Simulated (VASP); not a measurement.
Input of a VASP 6.6.1 run:

Contents of POSCAR:

```
ZnS
1.0
    3.8076429744      0.0000000000      0.0000000000
   -1.9038214872      3.2975155443      0.0000000000
    0.0000000000      0.0000000000     12.4656855887
Zn S
4 4
Direct
    0.0000000000      0.0000000000      0.0000994091
    0.0000000000      0.0000000000      0.5000994091
    0.3333333333      0.6666666667      0.2500617018
    0.6666666667      0.3333333333      0.7500617018
    0.0000000000      0.0000000000      0.1872446797
    0.0000000000      0.0000000000      0.6872446797
    0.3333333333      0.6666666667      0.4375942094
    0.6666666667      0.3333333333      0.9375942094
```

File INCAR.step1:

```
SYSTEM = ZnS
PREC = Accurate
ENCUT = 520
ISMEAR = 0
SIGMA = 0.01
LREAL = .FALSE.
LASPH = .TRUE.
NELM = 80
NBANDS = 46
GGA = PE
ALGO = Normal
EDIFF = 1E-4
LWAVE = .TRUE.
LCHARG = .FALSE.
```

Contents of INCAR.step2:

```
SYSTEM = ZnS
PREC = Accurate
ENCUT = 520
EDIFF = 1E-6
ISMEAR = 0
SIGMA = 0.01
LREAL = .FALSE.
LASPH = .TRUE.
NELM = 80
ALGO = Normal
ISIF = 2
LWAVE = .FALSE.
LCHARG = .FALSE.
METAGGA = R2SCAN
LMIXTAU = .TRUE.
NBANDS = 46
ISTART = 1
```

The input KPOINTS:

```
Automatic mesh
0
G
  12 12 2
  0 0 0
```

Potentials or basis: VASP PAW PBE potentials, release 64 (Zn, S).

Run with:

```bash
$ cat potpaw_PBE.64/Zn/POTCAR potpaw_PBE.64/S/POTCAR > POTCAR
$ cp INCAR.step1 INCAR
$ mpirun -np 1 vasp_std > vasp.out
$ cp INCAR.step2 INCAR
$ mpirun -np 1 vasp_std > vasp.out
```

(1) Estimate the band gap on the k mesh.

(2) Predict the pressure.

(3) Predict the largest force.

Answers

(1) 2.75 eV.

(2) 0.1 GPa.

(3) 0.006 eV/Å.

Caveat: the PAW data sets were made with another functional, which shifts forces and pressure a little.

**Measured values to compare with.**

A printed reference work, monograph reports, for a bulk crystal of ZnS at 4 K: band gap 3.911 eV (direct).

Against the measured gap of ZnS, 3.911 eV (direct; 4 K; a printed reference work, monograph), the calculated 2.75 eV is off by -1.16 eV. The value is that of r2SCAN on a finite k mesh, which can miss the band edges, without temperature or zero-point motion.
